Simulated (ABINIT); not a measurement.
PbF2 (Fluorocronite):

```
CELL_PARAMETERS angstrom
0.00000 2.96366 2.96366
2.96366 0.00000 2.96366
2.96366 2.96366 0.00000
ATOMIC_POSITIONS crystal
Pb 0.00000 0.00000 0.00000
F 0.75000 0.75000 0.75000
F 0.25000 0.25000 0.25000
```

Base run:

| Item | Value |
| --- | --- |
| Program | ABINIT 10.8.3 (patched build) |
| Functional | r2SCAN |
| Potentials or basis | JTH PAW PBE v2.0 |
| Cutoff | 762 eV |
| k mesh | 5 × 5 × 5 |
| Occupations | fermi-dirac, width 0.05 eV |
| Spin | no spin polarisation |

Its results: band gap on the k mesh 5.04 eV, indirect (least direct gap 5.28 eV); pressure -1.0 GPa.

Question: The run is repeated on the same cell with these changes: functional from r2SCAN to PBE; cutoff from 762 eV to 626 eV; fine-grid cutoff from 1360.57 eV to 1224.51 eV. What comes out?

Answer: Band gap on the k mesh 4.53 eV, indirect (least direct gap 4.78 eV); pressure 2.5 GPa.

Caveats: spin-orbit coupling is left out, which as a rule narrows the gap of such compounds by several tenths of an eV; an odd mesh through Γ misses points on the zone boundary, where band edges often lie; the PAW data sets were made with another functional, which shifts forces and pressure a little (some runs).
